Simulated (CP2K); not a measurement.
Crystal: ZrN.

```
CELL_PARAMETERS angstrom
3.25269 0.00000 0.00000
1.62635 2.81691 0.00000
1.62635 0.93897 2.65581
ATOMIC_POSITIONS crystal
Zr 0.50000 0.50000 0.50000
N 0.00000 0.00000 0.00000
```

Base run:

- Program: CP2K 2026.2
- Functional: PBE
- Potentials or basis: POTENTIAL_UZH Zr GTH-PBE-q12, N GTH-PBE-q5; TZVP-MOLOPT-PBE-GTH basis
- Density cutoff: 6123 eV
- k mesh: 10 × 10 × 10
- Occupations: fermi-dirac, width 0.05 eV
- Spin: no spin polarisation

Its results: band gap on the k mesh none (metal or under the smearing width); pressure 1.5 GPa.

Problem. The run is repeated on the same cell with these changes: functional from PBE to PBEsol. What comes out?

Solution. Band gap on the k mesh none (metal or under the smearing width); pressure -4.6 GPa.

PBEsol binds more tightly than PBE, so the same cell stands under less pressure.

Caveats: the basis of atomic orbitals isn't converged, which shifts pressures, moduli and gaps; the potentials were made for another functional, which shifts forces and pressure (some runs).
